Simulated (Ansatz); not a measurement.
## CoO: relaxation of cell and atoms

All numbers below come from DFT, PBE, PAW with Ansatz's default frozen-core files, scalar-relativistic (Ansatz 0.2.0).

Command: `ansatz run input.yaml --threads 1 --pin off --max-ram 3072MiB --backend cpu --events-out ev --progress --plain --runs-dir out` The run took about 82 s on 1 thread of a shared machine.

```yaml
crystal:
  lattice:
    - [0.0, 2.2322827293, 2.2322827293]
    - [2.2322827293, 0.0, 2.2322827293]
    - [2.2322827293, 2.2322827293, 0.0]
  atoms:
    - { symbol: Co, position: [0.0, 0.0, 0.0], spin: 2.0 }
    - { symbol: O, position: [0.25, 0.25, 0.25] }
magnetization:
  spin_polarized: true
kpoints:
  mp_grid: { grid: [13, 13, 13] }
scf:
  occupations: { method: fermi_dirac, width: 0.05 }
hamiltonian:
  xc: pbe
  pseudopotentials: { kind: paw }
output:
  forces: true
  stress: true
  write_density: true
  write_potential: true
  elf: true
  volumetric_format: npy
relax:
  f_tol: 0.005
  max_steps: 80
  cell: {}
```

Semilocal functionals without U often leave such compounds metallic or with too small a gap, and the real magnetic order may differ.

The run is spin-polarised from parallel moments and ends with 2.75 μB in the cell; other orders may lie lower.

The cell is built from the zincblende type as a first guess.

The cutoff is 420 eV; energies and pressures of the walk include the program's estimate of the Pulay term.

Each frame lists the cell vectors (Å), then Cartesian positions (Å); symmetry keeps all forces zero. Free energies count from the first step, -5692.4340 eV.

The walk took 6 evaluations in all; steps that aren't listed are left out.

Step 1: E = 0.0 meV, P = 2.84 GPa

```
cell 0.0000 2.2323 2.2323 2.2323 0.0000 2.2323 2.2323 2.2323 0.0000
Co    0.0000    0.0000    0.0000
O     1.1161    1.1161    1.1161
```

Step 2: E = -1.9 meV, P = 1.77 GPa

```
cell 0.0000 2.2384 2.2384 2.2384 0.0000 2.2384 2.2384 2.2384 0.0000
Co    0.0000    0.0000    0.0000
O     1.1192    1.1192    1.1192
```

Q: How does the relaxation end?

A: It converges, with a = 4.499 Å, b = 4.499 Å, c = 4.499 Å, α = 90.00°, β = 90.00°, γ = 90.00° (conventional cell, space group F-43m). The last solve (on a basis chosen afresh for the final cell, so its energy is not quite comparable) gives E = -4.6 meV, P = 0.01 GPa:
```
cell 0.0000 2.2496 2.2496 2.2496 0.0000 2.2496 2.2496 2.2496 0.0000
Co    0.0000    0.0000    0.0000
O     1.1248    1.1248    1.1248
```
